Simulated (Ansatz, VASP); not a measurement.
## Two plane-wave programs on GaSb

```xyz
2
Lattice="0.0000 3.0590 3.0590 3.0590 0.0000 3.0590 3.0590 3.0590 0.0000" Properties=species:S:1:pos:R:3 pbc="T T T"
Sb    4.5885    4.5885    4.5885
Ga    0.0000    0.0000    0.0000
```

Alike in both runs: task band structure; functional RPBE; k mesh 8 × 8 × 8; occupations fermi-dirac, width 0.05 eV; no spin polarisation.

|  | VASP | Ansatz |
| --- | --- | --- |
| version | VASP 6.6.1 | Ansatz 0.2.0 |
| potentials or method | VASP PAW PBE potentials, release 64 (Sb, Ga_d) | Ansatz PAW |
| plane-wave cutoff (eV) | 520 | 420 |
| valence electrons in the cell | 18 | 28 |

```csv
,VASP,Ansatz,Ansatz less VASP
gap on the k mesh at the Fermi level (eV),0.13,0.13,+0.001
least direct gap on the mesh (eV),0.13,0.13,+0.001
gap along the band path (eV),0.13,0.13,+0.001
pressure (GPa),4.0,3.9,-0.07
```

With one functional, cell and mesh, what is left measures potentials, basis and numerics. The two sets of potentials don't hold the same shells in valence.

Caveats: spin-orbit coupling is left out, which moves the levels of the heavy elements; the PAW data sets were made with another functional, which shifts forces and pressure a little (VASP); the PAW data sets come from PBE, with cores solved anew for the run's functional, which leaves a small shift of forces and pressure (Ansatz). As with any semilocal functional, this RPBE gap is likely too small.
